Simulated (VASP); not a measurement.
Eu:

```
Eu
1.0
    -2.30300    2.30300    2.30300
     2.30300   -2.30300    2.30300
     2.30300    2.30300   -2.30300
Eu
1
Direct
  0.00000 0.00000 0.00000
```

- Program: VASP 6.6.1
- Task: single point
- Functional: PBE
- Potentials or basis: VASP PAW PBE potentials, release 64 (Eu)
- Cutoff: 520 eV
- k mesh: 8 × 8 × 8
- Occupations: fermi-dirac, width 0.05 eV
- Spin: collinear spin, ferromagnetic start
- Starting moments: [7.0] μB

On this cell: pressure -1.8 GPa; net moment 7.37 μB per cell; site moments Eu +6.70 μB; band gap on the k mesh none (metal or under the smearing width).

The same run follows on a disturbed copy (cell strained at random at fixed volume):

```
CELL_PARAMETERS angstrom
-2.34230 2.25988 2.31282
2.30890 -2.28395 2.30349
2.34614 2.28779 -2.33690
ATOMIC_POSITIONS crystal
Eu 0.98114 0.99755 0.99126
```

Task: What changes?

Result: The energy (extrapolated to zero smearing) moves by +0.7 meV/atom; pressure -1.8 GPa; net moment 7.37 μB per cell; site moments Eu +6.70 μB; band gap on the k mesh none (metal or under the smearing width).

Stress tensor (GPa, compression positive):
```
-1.86 -0.01  0.18
-0.01 -1.80  0.13
 0.18  0.13 -1.85
```

Caveats: spin-orbit coupling is left out, which moves the levels of the heavy elements.
